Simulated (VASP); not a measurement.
## Mg₂Ge in VASP 6.6.1, single-point calculation

INCAR

```
ENCUT = 520
LCHARG = .FALSE.
EDIFF = 1E-7
NELM = 57
LASPH = .TRUE.
ISIF = 2
GGA = PE
ISMEAR = 1
NSW = 0
PREC = Accurate
LREAL = .FALSE.
NBANDS = 16
LWAVE = .FALSE.
IBRION = -1
SIGMA = 3
```

KPOINTS

```
KPOINTS created by Atomic Simulation Environment
0
Gamma
8 8 8
0 0 0
```

POSCAR

```
Ge Mg
 1.0000000000000000
     0.0000000000000000    3.1194392128000001    3.1194392128000001
     3.1194392128000001    0.0000000000000000    3.1194392128000001
     3.1194392128000001    3.1194392128000001    0.0000000000000000
 Ge  Mg
   1   2
Cartesian
  0.0000000000000000  0.0000000000000000  0.0000000000000000
  1.5597196064000001  1.5597196064000001  1.5597196064000001
  4.6791588192000013  4.6791588192000013  4.6791588192000013
```

The recommended PBE PAW datasets give the neutral cell 18 valence electrons.

Command

```
mpirun -np 1 vasp_std
```

Task: Predict the outcome of this run.

Result: It converged. Results: gap between bands v and c on the k mesh 0.17 eV; least direct gap on the k mesh 1.46 eV; pressure 4.9 GPa. Band v is the last that the valence electrons fill when counted band by band, and c is the next.

OSZICAR

```
N       E                     dE             d eps       ncg     rms          rms(c)
DAV:   1     0.863152135030E+02    0.86315E+02   -0.87475E+03   992   0.192E+03
DAV:   2     0.321075541493E+01   -0.83104E+02   -0.79747E+02   976   0.421E+02
DAV:   3    -0.782800147316E+01   -0.11039E+02   -0.11005E+02  1192   0.911E+01
DAV:   4    -0.812714927629E+01   -0.29915E+00   -0.29915E+00  1056   0.150E+01
DAV:   5    -0.813320278973E+01   -0.60535E-02   -0.60540E-02  1240   0.239E+00    0.311E+00
DAV:   6    -0.782970882798E+01    0.30349E+00   -0.31204E-01  1128   0.301E+00    0.162E+00
DAV:   7    -0.776683977439E+01    0.62869E-01   -0.16481E-01  1112   0.272E+00    0.494E-01
DAV:   8    -0.776626455661E+01    0.57522E-03   -0.12574E-02  1232   0.167E+00    0.109E-01
DAV:   9    -0.776607523097E+01    0.18933E-03   -0.92848E-04  1200   0.531E-01    0.248E-02
DAV:  10    -0.776607476087E+01    0.47010E-06   -0.28166E-05  1160   0.450E-02    0.846E-03
DAV:  11    -0.776607660606E+01   -0.18452E-05   -0.65435E-06  1088   0.252E-02    0.277E-03
DAV:  12    -0.776607675789E+01   -0.15183E-06   -0.78095E-07  1232   0.918E-03    0.674E-04
DAV:  13    -0.776607675096E+01    0.69358E-08   -0.53178E-08   688   0.139E-03
   1 F= -.77660768E+01 E0= -.79938619E+01  d E =0.683356E+00
```

Standard output (part)

```
POSCAR found type information on POSCAR GeMg
 POSCAR found :  2 types and       3 ions
 LDA part: xc-table for (Slater+PW92), standard interpolation
 POSCAR, INCAR and KPOINTS ok, starting setup
 WAVECAR not read
 entering main loop
```

These settings aren't sound, so the numbers aren't properties of the crystal.

The fault: smearing far too wide.

On sound settings PBE gives a gap of 0.08 eV on its mesh and a pressure of 5.0 GPa for the intended cell. This run's energy (σ→0) differs from it by 96 meV an atom.
